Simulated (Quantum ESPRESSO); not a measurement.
## AlAu: zone-centre phonons under several settings

```
Au Al
1.0
     3.22394    0.00000    0.00000
     0.00000    3.22394    0.00000
     0.00000    0.00000    3.22394
Au Al
1 1
Direct
  0.50000 0.50000 0.50000
  0.00000 0.00000 0.00000
```

The cell comes from a database or a generator and needn't be the stable form of this composition.

All runs used Quantum ESPRESSO 7.5; potentials GBRV 1.5 PBEsol; k mesh 8 × 8 × 8; no spin polarisation; cutoff 612 eV; occupations cold, width 0.2 eV.

| level | geometry | volume (Å³/atom) | pressure (GPa) | lowest optical mode without the field (cm⁻¹) |
| --- | --- | --- | --- | --- |
| PBEsol | relaxed at 0 GPa | 15.98 | 0.0 | 157 |
| PBEsol | relaxed at 2 GPa | 15.74 | 2.0 | 169 |
| PBEsol | relaxed at 5 GPa | 15.42 | 5.0 | 184 |
| PBEsol | relaxed at 10 GPa | 14.97 | 10.0 | 204 |
| PBEsol | relaxed at 15 GPa | ? | 15.0 | ? |

What stands in the row left open?

Volume 14.59 Å³/atom; lowest optical mode without the field 220 cm⁻¹.

Caveats: the mesh is thin for the phonons of a metal; the cell is more than 3 GPa from zero pressure, which shifts response properties (some runs).

For the row left open. Caveat: the mesh is thin for the phonons of a metal; the cell is more than 3 GPa from zero pressure, which shifts response properties.
